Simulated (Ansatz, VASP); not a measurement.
**BaTiO3: VASP beside Ansatz**

```xyz
5
Lattice="3.9699 0.0000 0.0000 0.0000 3.9699 0.0000 0.0000 0.0000 3.9699" Properties=species:S:1:pos:R:3 pbc="T T T"
Ba    1.9849    1.9849    1.9849
Ti    0.0000    0.0000    0.0000
O     1.9849    0.0000    0.0000
O     0.0000    1.9849    0.0000
O     0.0000    0.0000    1.9849
```

Alike in both runs: functional PBEsol; k mesh 8 × 8 × 8; occupations gaussian, width 0.02 eV; no spin polarisation.

Ansatz relaxed the structure, and its values are those at the end. VASP's run is a single point on that final structure, the one shown.

|  | VASP | Ansatz |
| --- | --- | --- |
| version | VASP 6.6.1 | Ansatz 0.2.0 |
| potentials or method | VASP PAW PBE potentials, release 64 (Ba_sv, Ti_sv, O) | scalar-relativistic, plane waves, PAW |
| plane-wave cutoff (eV) | 520 | 420 |
| valence electrons in the cell | 40 | 40 |

|  | VASP | Ansatz | Ansatz less VASP |
| --- | --- | --- | --- |
| gap on the k mesh at the Fermi level (eV) | 1.75 | 1.82 | +0.071 |
| least direct gap on the mesh (eV) | 1.87 | 1.89 | +0.029 |
| pressure (GPa) | 2.0 | 0.0 | -2.01 |

Caveats: the PAW data sets were made with another functional, which shifts forces and pressure a little (VASP); spin-orbit coupling is left out, which moves the levels of the heavy elements. Expect the measured gap to be larger: semilocal functionals such as PBEsol lack the derivative discontinuity. A k mesh can miss the band edges.
